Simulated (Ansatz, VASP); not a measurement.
# Two plane-wave programs on Pd

```xyz
1
Lattice="-1.5528 1.5528 1.5528 1.5528 -1.5528 1.5528 1.5528 1.5528 -1.5528" Properties=species:S:1:pos:R:3 pbc="T T T"
Pd    0.0000    0.0000    0.0000
```

Alike in both runs: task single point; functional PBE; k mesh 18 × 18 × 18; occupations gaussian, width 0.1 eV; no spin polarisation.

```csv
,VASP,Ansatz
version,VASP 6.6.1,Ansatz 0.2.0
potentials or method,"VASP PAW PBE potentials, release 64 (Pd)","scalar-relativistic, plane waves, PAW"
plane-wave cutoff (eV),520,420
valence electrons in the cell,10,18
```

```csv
,VASP,Ansatz,Ansatz less VASP
gap on the k mesh at the Fermi level (eV),none,none,-
pressure (GPa),5.1,5.4,+0.36
```

A gap of «none» marks a metal or a gap that the smearing closes. The two sets of potentials don't hold the same shells in valence.
